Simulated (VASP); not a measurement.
Crystal: CaSe.

```
Ca Se
1.0
     0.00000    2.95600    2.95600
     2.95600    0.00000    2.95600
     2.95600    2.95600    0.00000
Ca Se
1 1
Direct
  0.00000 0.00000 0.00000
  0.50000 0.50000 0.50000
```

```yaml
Program: VASP 6.6.1
Task: relaxation of cell and atoms
Functional: PBE
Potentials_or_basis: VASP PAW PBE potentials, release 64 (Ca_sv, Se)
Cutoff: 600 eV
k_mesh: 8 × 8 × 8
Occupations: gaussian, width 0.03 eV
Spin: no spin polarisation
```

At the start: pressure 1.4 GPa; volume 25.83 Å³/atom.

How do energy, volume and symmetry change on relaxing?

Over 3 steps the energy falls by 2.9 meV/atom and the volume is 26.54 Å³/atom (+2.7 %); space group Fm-3m (No. 225, to 0.05 Å).

Step by step:
| step | energy change (eV) | largest force (eV/Å) | pressure (GPa) | volume (Å³) |
| --- | --- | --- | --- | --- |
| 1 | 0.0000 | 0.0000 | 1.36 | 51.66 |
| 2 | -0.0057 | 0.0000 | -0.22 | 53.32 |
| 3 | -0.0059 | 0.0000 | 0.00 | 53.07 |

Final structure:
```cif
data_structure
_symmetry_space_group_name_H-M 'P 1'
_symmetry_Int_Tables_number 1
_cell_length_a 4.2182
_cell_length_b 4.2182
_cell_length_c 4.2182
_cell_angle_alpha 60.000
_cell_angle_beta 60.000
_cell_angle_gamma 60.000
_cell_volume 53.07
loop_
_atom_site_label
_atom_site_type_symbol
_atom_site_fract_x
_atom_site_fract_y
_atom_site_fract_z
_atom_site_occupancy
Ca1 Ca 0.00000 0.00000 0.00000 1
Se1 Se 0.50000 0.50000 0.50000 1
```
